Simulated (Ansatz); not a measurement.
Rock-salt NaBr was calculated with revPBE (PAW; Ansatz, a first-principles code).

Settings: plane-wave cutoff 520 eV, 10×10×10 k mesh, Fermi–Dirac smearing 0.01 eV, scalar-relativistic PAW data made under PBE.

The volume scan:

```tsv
V (Å³/atom)	E − E_lowest (meV/atom)
27.681	5.90
28.269	2.52
28.858	0.61
29.447	0.00
30.036	0.56
30.625	2.17
31.214	4.72
```

Problem. Estimate the bulk modulus and its pressure derivative from these points.

Solution. V0 = 29.448 Å³/atom, B0 = 15.9 GPa, B′ = 4.5 (fit to the energies at full precision).

Measured, for comparison: bulk modulus 22.6 GPa (4 K, zero-point motion not removed; as tabulated in Doll and Stoll (1998), arXiv:cond-mat/9801031); equilibrium volume per atom 26.01 Å³/atom (low temperature, zero-point motion not removed; as tabulated in Doll and Stoll (1998), arXiv:cond-mat/9801031). Computed (rounded) less measured: bulk modulus -30 %, equilibrium volume per atom +13.2 %.

Note: the cell is over a tenth larger than the published one: the level's own overestimate first of all, though another phase or state, or a fault of the published cell, is possible.

Computed values are for the static lattice.
